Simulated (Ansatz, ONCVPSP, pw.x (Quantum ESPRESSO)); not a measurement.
# Li (Z = 3): does the ONCV potential hold in the solid?

ONCVPSP 4.0.1 input, shortened (lines: element, Z, core and valence counts, functional; n l f; lmax; l rc ep ncon nbas qcut; lloc lpopt rc5 dvloc0; l nproj debl; icmod fcfact rcfact), PBE, scalar-relativistic:

```
  Li 3.00    1    1        4      upf
    1    0    2.00
    2    1    1.00
    2
    0    3.40    0.04    4    7    2.20
    1    4.00    0.00    4    8    2.20
    2    3.40    0.38    4    8    3.00
    0    5    3.40    0.00
    0    0    0.90
    1    1    0.70
    2    2    1.50
    3    3.75    1.25
```

In the s channel the program set the typed energies aside and used 0.050 Ha.

Atomic tests: cutoffs needed: 1.6 Ha and 2.6 Ha (the cutoffs (Ha) at which the residual kinetic energy of the hardest occupied pseudo-wave falls to 1 and 0.1 mHa per electron) The cutoffs count occupied waves only; projector 2 of the d channel, the hardest unoccupied one, needs 5 Ha at the loose tolerance.; ghost test: no bound ghost flagged; no localised positive-energy state flagged; largest excitation error: +33 meV (all-electron minus pseudo) for 2s1 2p0, out of 2 test configurations.

Crystal test: fcc Li in pw.x 7.5, no spin, 13³ k-points, Fermi–Dirac smearing 0.01 Ry, cutoffs 50/200 Ry. The reference is all-electron LAPW (Ansatz 0.2.0) with the same functional, mesh and smearing; V0 and B0 come from Birch–Murnaghan fits to the pressures at five volumes. Errors are pseudo minus all-electron; Δ is the rms difference of the E(V) curves that follow from these fits, minima aligned, over ±6 % about the mean V0. Mesh and smearing are coarse, so the numbers serve the comparison and aren't converged zero-temperature values; the lattice is a test structure that the element need not adopt.

```tsv
V (Å³/atom)	P all-electron (GPa)	P pseudo (GPa)
19.331	0.71	-1.25
19.839	0.31	-1.51
20.348	-0.05	-1.73
20.857	-0.37	-1.93
21.365	-0.66	-2.11
```

All-electron: a0 = 4.329 Å (V0 = 20.28 Å³/atom), B0 = 13.7 GPa.

Pseudopotential: mean pressure error (GPa): -1.70. The pressure does not cross zero within the volumes sampled, so no fit is given. The largest radius (4.00 bohr) exceeds half the bond length (2.90 bohr), so the spheres overlap, which is one possible source of error among others. This is a poor potential for the solid. The atomic tests give no hint of an error of this size, and its cause was not traced.

**Question.** At the middle volume, how do free energy and pressure move when the wave cutoff is lowered (ecutrho kept at four times it)?

**Answer.**

| cutoff (Ry) | shift of F (meV/atom) | shift of P (GPa) |
| --- | --- | --- |
| 22 | +0.3 | -0.01 |
| 30 | +0.1 | -0.00 |
| 40 | +0.0 | +0.00 |

The run at the middle volume (84 k-points, 6 iterations) took about 4.1 s on one core of a shared host (Intel(R) Xeon(R) 6975P-C, 192 threads, 378 GiB, load 78).
